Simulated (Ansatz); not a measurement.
## Relativity in O

```
O
1.0
     0.00000    2.10755    3.34485
     1.47835    0.00000    3.34485
     1.47835    2.10755    0.00000
O
2
Direct
  0.08710 0.08710 0.91290
  0.91290 0.91290 0.08710
```

Atom numbers follow the list: O1, O2.

The cell comes from COD entry 2106877, which wasn't checked; take it as a given geometry.

Solid oxygen carries moments on its molecules; these runs leave spin out.

One fixed cell is solved with PBE by LAPW (all electrons) in Ansatz 0.2.0 under different relativistic treatments. Pressure is positive in compression.

Numerical set-up: a Γ-centred 12×12×12 k mesh, Fermi–Dirac smearing of 0.01 eV, basis error target 0.25 meV/atom, no spin polarisation.

```tsv
setting	P (GPa)	force O1 z (eV/Å)	lowest level at Γ above −25 eV, from the valence-band top or, without a gap, the Fermi level (eV)
scalar-relativistic	12.99	3.845	-14.09
non-relativistic	13.00	3.835	-14.04
```
